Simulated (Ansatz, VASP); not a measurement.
# Si7Ge in two plane-wave programs, part 2 of 3

Wanted: the spread between two codes on one cell, functional and k mesh. The cell is generated by rule, not measured, and may not be a known phase. The cell is taken from a series of runs on this material, whose earlier steps may have relaxed, scaled, displaced or heated it; both programs get it as it stands.

VASP 6.6.1 and Ansatz 0.2.0.

So far: The structure; VASP: relaxation of cell and atoms, LDA, pair 1.

## (3) Ansatz: relaxation of cell and atoms, LDA, pair 1

Level of this step: Ansatz beside VASP: Kohn-Sham DFT, plane waves, LDA (Ansatz).

Ansatz runs on its PAW soft_1 files.

The same cell, functional (in two slightly different forms) and mesh now go to Ansatz, which takes its cutoff from its data sets.

Contents of input.yaml:

```yaml
crystal:
  lattice:
    - [5.4247193723, 0.0, 0.0]
    - [0.0, 5.4247193723, 0.0]
    - [0.0, 0.0, 5.4247193723]
  atoms:
    - { symbol: Si, position: [0.5, 0.5, 0.0] }
    - { symbol: Si, position: [0.5, 0.0, 0.5] }
    - { symbol: Si, position: [0.0, 0.5, 0.5] }
    - { symbol: Si, position: [0.2524089158, 0.2524089158, 0.2524089158] }
    - { symbol: Si, position: [0.7475910842, 0.7475910842, 0.2524089158] }
    - { symbol: Si, position: [0.7475910842, 0.2524089158, 0.7475910842] }
    - { symbol: Si, position: [0.2524089158, 0.7475910842, 0.7475910842] }
    - { symbol: Ge, position: [0.0, 0.0, 0.0] }
kpoints:
  mp_grid: { grid: [6, 6, 6] }
hamiltonian:
  xc: lda
  pseudopotentials: { kind: paw, azcp: { folder: soft_1 }, xc_functional: pbe }
scf:
  occupations: { method: fixed }
output:
  forces: true
  stress: true
  eigenvalues: true
relax:
  adjacent_minimum: "off"
  f_tol: 0.001
  max_steps: 60
  cell: { stress_tol: 0.01 }
```

Run with:

```console
$ ansatz run input.yaml --threads 4 --pin off --max-ram 16384MiB --backend cpu --events-out ev --progress --plain --runs-dir out
```

Numbers of over 12 decimals in the logs are rounded to 6 here.

Output:

```text
Engine: ansatz 0.2.0, aarch64-unknown-linux-gnu
Pseudopotentials: kind: paw
Pseudopotential: Si, paw, valence charge 4, recommended cutoff 420 eV (normal), soft_1/Si.paw.azcp
Pseudopotential: Ge, paw, valence charge 14, recommended cutoff 420 eV (normal), soft_1/Ge.paw.azcp
Functional definition: SPW92
  exchange = slater_x
  correlation = pw_c
Crystal: 8 atoms, lattice volume = 159.636 Å³
Basis set: ecut = 420 eV, 3119 PW (Γ)
Bands: 29, of which v1, the nominal top of the filled ones, is band 21 counted from 1 (20 counted from 0)
Symmetry: 24 space group operations
Space group: P-43m (ITA 215), of the structure as read, at distance tolerance 5.4e-5 Å
k-points: 20 of 216 (time reversal used)
Non-local potential: Si, projectors of the file, l = 0: 2, l = 1: 2, l = 2: 1
Non-local potential: Ge, projectors of the file, l = 0: 2, l = 1: 2, l = 2: 3, l = 3: 1
PAW form: soft (Blöchl's): semilocal exchange-correlation on the pseudo side does not see the compensation charge
PAW frozen core: Si, regenerated for the run's functional, and the local potential with it (the file was generated under x = pbe(κ = 0.804, μ = 0.219515), c = pbe(β = 0.066725))
PAW frozen core: Ge, regenerated for the run's functional, and the local potential with it (the file was generated under x = pbe(κ = 0.804, μ = 0.219515), c = pbe(β = 0.066725))
PAW one-centre angular grid: Si, 110 points (default); XC on 64 Gauss nodes
PAW one-centre angular grid: Ge, 590 points (default); XC on 64 Gauss nodes
Initial density: superposition of atomic densities (chi_scale 0.1, normalization cell, long waves kept (reshape's long-wave potential 0.01 eV rms))
Initial wavefunctions: pseudopotential atomic-orbital guess
Functional: x = slater, c = lda
SCF iter   1: F=—  HF=-8477.273258 eV  |F-HF|=—  |Δ(HF+E_count)|=         —  Δρ=4.61e-2  dr2=3.25e0  ethr=3.10e-3  ⟨swp⟩=5.0  Hψ=2536  notcnv=0  defer=85
preconditioner: auto → Resta (q_TF=auto, 2.184 Å⁻¹)  ε∞=5.1  [insulator: Δε(μ)=0.656 eV  Ē_g=8.163 eV  n_scr=26 (ndim 8)  ℏωp=16.6 eV  f_vac=0.000  ε∞_Penn≈5.1]
SCF iter   2: F=—  HF=-8476.589486 eV  |F-HF|=—  |Δ(HF+E_count)|=   6.84e-1  Δρ=2.62e-2  dr2=1.09e0  ethr=3.10e-3  ⟨swp⟩=2.0  Hψ=799  notcnv=0  defer=101
SCF iter   3: F=—  HF=-8476.261853 eV  |F-HF|=—  |Δ(HF+E_count)|=   3.28e-1  Δρ=2.79e-3  dr2=1.18e-2  ethr=2.60e-3  ⟨swp⟩=2.8  Hψ=953  notcnv=0  defer=102
SCF iter   4: F=—  HF=-8476.250769 eV  |F-HF|=—  |Δ(HF+E_count)|=   1.11e-2  Δρ=1.68e-3  dr2=4.36e-3  ethr=2.82e-5  ⟨swp⟩=2.8  Hψ=1008  notcnv=0  defer=113
SCF iter   5: F=—  HF=-8476.251392 eV  |F-HF|=—  |Δ(HF+E_count)|=   6.23e-4  Δρ=3.97e-4  dr2=3.27e-4  ethr=1.04e-5  ⟨swp⟩=2.0  Hψ=984  notcnv=0  defer=113
SCF iter   6: F=—  HF=-8476.251495 eV  |F-HF|=—  |Δ(HF+E_count)|=   1.04e-4  Δρ=4.92e-5  dr2=4.26e-6  ethr=7.79e-7  ⟨swp⟩=2.0  Hψ=937  notcnv=0  defer=103
SCF iter   7: F=—  HF=-8476.251498 eV  |F-HF|=—  |Δ(HF+E_count)|=   2.76e-6  Δρ=4.62e-6  dr2=2.52e-8  ethr=2.38e-10  ⟨swp⟩=13.6  Hψ=4084  notcnv=0
SCF iter   8: F=-8476.251498 eV  HF=-8476.251498 eV  |F-HF|=9.82e-11  |Δ(HF+E_count)|=   3.43e-8  Δρ=5.09e-7  dr2=3.15e-10  ethr=5.99e-11  ⟨swp⟩=2.2  Hψ=1690  notcnv=0
SCF 1 converged in 8 iterations: F = -8476.251498 eV  dr2 = 3.15e-10
  greatest PAW one-centre occupation: 0.998 electrons in one spin orbital (limit 2), on the Ge atom at site 7 (counted from 0), in its partial waves of l = 2
relax step   1: F+E_penalty+E_count = -8476.25149819 eV  Δ(F+E_penalty+E_count) = +0.000e0 eV  max|allowed force component| = 1.853e-4 eV/Å  Δτ_max = 0.0000 Å  P = -0.001 GPa  Ω = 159.636 Å³  (8 SCF iters, dr2 threshold 1.00e-7 eV, accepted)
Initial density: handed on by an earlier stage of this run
Initial wavefunctions: pseudopotential atomic-orbital guess (no wavefunctions were taken with the density)
iter 1 solved again at ethr=1.88e-7 eV; its pass at ethr=3.10e-3 eV (dr2=7.91e-5 eV) is discarded
SCF iter   1: F=—  HF=-8476.251500 eV  |F-HF|=—  |Δ(HF+E_count)|=         —  Δρ=7.85e-7  dr2=6.98e-10  ethr=1.88e-7  ⟨swp⟩=3.4  Hψ=4032  notcnv=0  defer=113
eigensolver tolerance schedule: the retry pair's looser diagonalisation over-reported the residual by 113393.01 of it (diagonalisation noise at an unbounded share of the residual, at the tolerance the schedule requests for it); recorded, not acted on — ethr = c·dr2/N_el stays at c = 1.0e-1
preconditioner: auto → Resta (q_TF=auto, 2.184 Å⁻¹)  ε∞=5.3  [insulator: Δε(μ)=0.259 eV  Ē_g=7.982 eV  n_scr=26 (ndim 8)  ℏωp=16.6 eV  f_vac=0.000  ε∞_Penn≈5.3]
SCF iter   2: F=—  HF=-8476.251498 eV  |F-HF|=—  |Δ(HF+E_count)|=   1.64e-6  Δρ=5.36e-7  dr2=2.52e-10  ethr=1.66e-12  ⟨swp⟩=3.9  Hψ=1521  notcnv=0  defer=107
SCF iter   3: F=—  HF=-8476.251498 eV  |F-HF|=—  |Δ(HF+E_count)|=  1.66e-10  Δρ=2.93e-7  dr2=9.56e-11  ethr=1.00e-12  ⟨swp⟩=2.0  Hψ=624  notcnv=0  defer=107
SCF iter   4: F=—  HF=-8476.251498 eV  |F-HF|=—  |Δ(HF+E_count)|=  4.18e-11  Δρ=1.02e-7  dr2=1.85e-11  ethr=1.00e-12  ⟨swp⟩=1.0  Hψ=522  notcnv=0  defer=107
SCF iter   5: F=-8476.251498 eV  HF=-8476.251498 eV  |F-HF|=3.64e-12  |Δ(HF+E_count)|=  1.27e-11  Δρ=1.91e-8  dr2=7.04e-13  ethr=1.00e-12  ⟨swp⟩=13.9  Hψ=4055  notcnv=0
SCF 2 converged in 5 iterations: F = -8476.251498 eV  dr2 = 7.04e-13
relax step   2: F+E_penalty+E_count = -8476.25149819 eV  Δ(F+E_penalty+E_count) = -2.219e-10 eV  max|allowed force component| = 1.852e-4 eV/Å  Δτ_max = 0.0000 Å  P = -0.001 GPa  Ω = 159.636 Å³  stress off target by 6.75e-4 GPa  SCF on the basis re-selected at this cell (its energy is not comparable with the rows above)  (5 SCF iters)
basis re-selected at this cell: Δ(F+E_penalty+E_count) = -2.219e-10 eV, ΔP = -0.000 GPa vs the last step (what re-selecting the basis moved, of the pressure what is left beyond the Pulay correction that the steps carried, after the strain that the cell walked since its last selection, with what the two solves' SCF thresholds leave and, on support functions, any second-order correction that the steps lacked; it is no  [...]
SCF converged after 5 iterations
Free energy (F): -8476.251498 eV
Harris-Foulkes:  -8476.251498 eV  (|F-HF|=3.64e-12)
Internal energy: -8476.251498 eV  (E = F + TS)
E sigma→0 (E₀):  -8476.251498 eV
Fermi energy:    6.545521 eV
--- Per-component energies (eV) ---
  E_band       = -134.393171
  E_kinetic    = 380.304571
  E_local      = -2975.971634  (includes V_loc(G=0)·N_el)
  E_nonlocal   = 389.014700
  E_hartree    = 1393.270908
  E_xc         = -464.426156
  E_vxc        = -403.248780  (∫ρ·V_xc dr)
  E_paw        = -5330.203348  (= ΣΔE_a)
  E_vpaw       = -311.034111  (= ΣTr[D̂ρ^β])
  E_aug_tail   = 0.000271  (compensation charges beyond the density's cutoff)
  E_ewald      = -1870.739453
  E_core_change = 2.498642  (= ΣΔE_core)
  E_smearing   = -0.000000  (= −TS)
  E_closure    = -0.000000  (closes the sum)
  Σ components = -8476.251498   (vs F -8476.251498, Δ=0.00e0)
--- Forces (eV/Å), atoms counted from 1 ---
  atom   1  Si    -0.00000000     0.00000000     0.00000000
  atom   2  Si    -0.00000000     0.00000000     0.00000000
  atom   3  Si    -0.00000000    -0.00000000     0.00000000
  atom   4  Si    -0.00018518    -0.00018518    -0.00018518
  atom   5  Si     0.00018518     0.00018518    -0.00018518
  atom   6  Si     0.00018518    -0.00018518     0.00018518
  atom   7  Si    -0.00018518     0.00018518     0.00018518
  atom   8  Ge    -0.00000000     0.00000000     0.00000000
  max |Σ_I F_I| component: 8.33e-17 eV/Å
--- Stress (GPa, compression-positive) ---
       -0.000675       0.000000       0.000000
       -0.000000      -0.000675      -0.000000
        0.000000      -0.000000      -0.000675
  P = ⅓ Tr σ = -0.0007 GPa (-0.007 kbar)
--- Band table (eV; the first three rows and the last of 20) ---
  k-point 0: bands = [... 17 lower, 3.6364, 6.5455, 6.5455, 6.5455, 6.8047, 7.1950, 7.1950, 7.1950, ... 4 higher]
  k-point 1: bands = [... 17 lower, 3.7302, 5.7932, 6.1091, 6.1091, 6.9635, 7.5025, 7.7688, 7.8091, ... 4 higher]
  k-point 2: bands = [... 17 lower, 4.0626, 4.4028, 5.3256, 5.3256, 7.1435, 8.1415, 8.4486, 9.1476, ... 4 higher]
  k-point 19: bands = [... 17 lower, 5.2621, 5.4268, 5.4268, 5.4268, 7.5226, 7.9937, 7.9937, 7.9937, ... 4 higher]
--- Relaxed structure (1 steps of the walk, 1 accepted, 1 SCFs on fresh bases) ---
  F+E_penalty+E_count = -8476.25149819 eV   max|allowed force component| = 1.852e-4 eV/Å   (the final SCF, on the basis selected at the relaxed cell)
  cell:  # Å, volume = 159.6364 Å³
    - [5.4247193723, 0.0, 0.0]
    - [0.0, 5.4247193723, 0.0]
    - [0.0, 0.0, 5.4247193723]
  atoms:
    - { symbol: Si, position: [0.5, 0.5, 0.0] }
    - { symbol: Si, position: [0.5, 0.0, 0.5] }
    - { symbol: Si, position: [0.0, 0.5, 0.5] }
    - { symbol: Si, position: [0.2524089158, 0.2524089158, 0.2524089158] }
    - { symbol: Si, position: [0.747591, 0.747591, 0.2524089158] }
    - { symbol: Si, position: [0.747591, 0.2524089158, 0.747591] }
    - { symbol: Si, position: [0.2524089158, 0.747591, 0.747591] }
    - { symbol: Ge, position: [0.0, 0.0, 0.0] }
```

In the SCF lines HF is the Harris–Foulkes energy and dr2 the Hartree energy of the density residual, in eV; the loop may stop once dr2 is under the threshold and the program's other checks hold. Hψ counts applications of the Hamiltonian.

## (4) Side by side

Known differences besides the potentials themselves: the two LDA forms differ slightly; fixed occupations in Ansatz, narrow Gaussian smearing in VASP; the cutoff is 420 eV in Ansatz and 500 eV in VASP; VASP's log shows a relativistic correction to its local exchange, Ansatz's none; Ansatz adds a Pulay correction to the stress that steers its cell, VASP none. Total energies have different zeros and are not compared.

Compared:

```
                                         quantity  Ansatz    VASP  difference
                                      volume (Å³)  159.64  159.74     -0.07 %
edge a after relaxation, in the typed setting (Å)   5.425   5.426     -0.02 %
```

## (5) VASP: relaxation of cell and atoms, LDA, pair 2

The relaxed volume is the usual yardstick between codes: in a stiff, nearly cubic crystal its relative difference is about their pressure difference at one cell divided by the bulk modulus.

Contents of INCAR:

```
SYSTEM = Si3Ge
PREC = Accurate
ENCUT = 500
EDIFF = 1E-07
NELM = 120
ISMEAR = 0
SIGMA = 0.01
LREAL = .FALSE.
ALGO = Normal
GGA = CA
NBANDS = 34
LORBIT = 11
LWAVE = .FALSE.
LCHARG = .FALSE.
ISIF = 3
IBRION = 2
NSW = 80
EDIFFG = -0.005
LASPH = .TRUE.
GGA_COMPAT = .FALSE.
NELMIN = 4
EFERMI = MIDGAP
KPAR = 2
```

Contents of POSCAR:

```
Si3Ge
1.0
    5.4489980000     -0.0009590000     -0.0009590000
   -0.0009590000      5.4489980000     -0.0009590000
   -0.0009590000     -0.0009590000      5.4489980000
Si Ge
6 2
Direct
    0.5024357588      0.5024357588      0.9975064538
    0.5024357588      0.9975064538      0.5024357588
    0.9975064538      0.5024357588      0.5024357588
    0.7475642412      0.7475642412      0.2524933627
    0.7475642412      0.2524933627      0.7475642412
    0.2524933627      0.7475642412      0.7475642412
    0.9972594491      0.9972594491      0.9972594491
    0.2527403673      0.2527403673      0.2527403673
```

Contents of KPOINTS:

```
Automatic mesh
0
Gamma
6 6 6
0 0 0
```

Potentials, in the order of the species: Si and Ge_d (LDA family, release 64).

Run with:

```console
$ mpirun -np 2 vasp_std
```

Output:

```text
[... set-up lines as in an earlier step ...]
 entering main loop
       N       E                     dE             d eps       ncg     rms          rms(c)
DAV:   1     0.382052587583E+03    0.38205E+03   -0.23128E+04  2718   0.242E+03
DAV:   2     0.191877897862E+02   -0.36286E+03   -0.34664E+03  2232   0.656E+02
DAV:   3    -0.437167113333E+02   -0.62905E+02   -0.61477E+02  2516   0.155E+02
DAV:   4    -0.470165848387E+02   -0.32999E+01   -0.32841E+01  2732   0.411E+01
[...]
DAV:  11    -0.461047464158E+02   -0.45801E-05   -0.27573E-05  2666   0.334E-02    0.118E-02
DAV:  12    -0.461047427384E+02    0.36774E-05   -0.92622E-06  2718   0.178E-02    0.456E-03
DAV:  13    -0.461047427604E+02   -0.22033E-07   -0.78623E-07  2436   0.536E-03
   1 F= -.46104743E+02 E0= -.46104743E+02  d E =-.461047E+02
[...]
2 F= -.46104761E+02 E0= -.46104761E+02  d E =-.182447E-04
[...]
3 F= -.46104775E+02 E0= -.46104775E+02  d E =-.325116E-04
[...]
4 F= -.46104775E+02 E0= -.46104775E+02  d E =-.325251E-04
[...]
reached required accuracy - stopping structural energy minimisation
```

Parts of OUTCAR (step 5):

```text
  Total       -0.0087130     -0.0087130     -0.0087130     -0.0036179     -0.0036179     -0.0036179
  in kB       -0.0862139     -0.0862139     -0.0862139     -0.0357985     -0.0357985     -0.0357985
  external PRESSURE =      -0.0862139 kB  Pullay stress =       0.0000000 kB

 POSITION                                       TOTAL-FORCE (eV/Angst)
 -----------------------------------------------------------------------------------
      2.73705      2.73705      5.43574         0.001376      0.001376     -0.001929
      2.73705      5.43574      2.73705         0.001376     -0.001929      0.001376
      5.43574      2.73705      2.73705        -0.001929      0.001376      0.001376
      4.07349      4.07349      1.37479        -0.001376     -0.001376      0.001929
      4.07349      1.37479      4.07349        -0.001376      0.001929     -0.001376
      1.37479      4.07349      4.07349         0.001929     -0.001376     -0.001376
      5.43333      5.43333      5.43333        -0.002542     -0.002542     -0.002542
      1.37720      1.37720      1.37720         0.002542      0.002542      0.002542
 -----------------------------------------------------------------------------------
    total drift:                               -0.000027     -0.000027     -0.000027

  FREE ENERGIE OF THE ION-ELECTRON SYSTEM (eV)
  ---------------------------------------------------
  free  energy   TOTEN  =       -46.1047752855 eV

  energy  without entropy=      -46.1047752855  energy(sigma->0) =      -46.10477529

[... 1 part as in an earlier step ...]

[... 3 further parts left out ...]
[key lines of the parts left out:]
E-fermi :   5.8191
```

The run keeps the 12 symmetry operations of its start, so it cannot find a distortion of lower symmetry.

## (6) Ansatz: relaxation of cell and atoms, LDA, pair 2

The same cell, functional (in two slightly different forms) and mesh now go to Ansatz, which takes its cutoff from its data sets.

The cell is taken from a series of runs on this material, whose earlier steps may have relaxed, scaled, displaced or heated it; both programs get it as it stands.

input.yaml, the sections that differ from step 3:

```yaml
crystal:
  lattice:
    - [5.4489983641, -0.0009594723, -0.0009594723]
    - [-0.0009594723, 5.4489983641, -0.0009594723]
    - [-0.0009594723, -0.0009594723, 5.4489983641]
  atoms:
    - { symbol: Si, position: [0.50243579, 0.50243579, -0.0024935002] }
    - { symbol: Si, position: [0.50243579, -0.0024935002, 0.50243579] }
    - { symbol: Si, position: [-0.0024935002, 0.50243579, 0.50243579] }
    - { symbol: Si, position: [0.74756421, 0.74756421, 0.2524935002] }
    - { symbol: Si, position: [0.74756421, 0.2524935002, 0.74756421] }
    - { symbol: Si, position: [0.2524935002, 0.74756421, 0.74756421] }
    - { symbol: Ge, position: [-0.0027404658, -0.0027404658, -0.0027404658] }
    - { symbol: Ge, position: [0.2527404658, 0.2527404658, 0.2527404658] }
# kpoints, hamiltonian, scf, output, relax: as in step 3
```

Run with:

```console
$ ansatz run input.yaml --threads 4 --pin off --max-ram 16384MiB --backend cpu --events-out ev --progress --plain --runs-dir out
```

Output:

```text
[...]
Crystal: 8 atoms, lattice volume = 161.789 Å³
Basis set: ecut = 420 eV, 3119 PW (Γ)
Bands: 34, of which v1, the nominal top of the filled ones, is band 26 counted from 1 (25 counted from 0)
Symmetry: 12 space group operations
[...]
k-points: 32 of 216
[...]
- { symbol: Si, position: [0.502436, -0.0024935002, 0.50243579] }
    - { symbol: Si, position: [-0.0024935002, 0.502436, 0.50243579] }
    - { symbol: Si, position: [0.747564, 0.747564, 0.252494] }
    - { symbol: Si, position: [0.747564, 0.252494, 0.747564] }
    - { symbol: Si, position: [0.252494, 0.747564, 0.747564] }
    - { symbol: Ge, position: [-0.0027404658, -0.0027404658, -0.00274047] }
    - { symbol: Ge, position: [0.252740, 0.252740, 0.252740] }
[key lines of the parts left out:]
SCF converged after 6 iterations
Free energy (F): -12083.308715 eV
Fermi energy:    6.859272 eV
P = ⅓ Tr σ = 0.0031 GPa (0.031 kbar)
```

## (7) Differences

Both answers:

```
                                         quantity  Ansatz    VASP  difference
                                      volume (Å³)  161.79  161.92     -0.08 %
edge a after relaxation, in the typed setting (Å)   5.449   5.450     -0.03 %
```

[end of part 2 of 3]

[Lines on the potential files, build, host, timing and source positions are cut from VASP's logs without a mark.]

[Logs are printed without paths, hosts, clocks, repeated set-up lines and the standing remarks that a program may print on its own settings, such as how far it seeks lower states.]

[Hosts, paths, dates, database ids (printed as entryN), source tags and the programs' standing remarks are cut or masked in the printed files.]
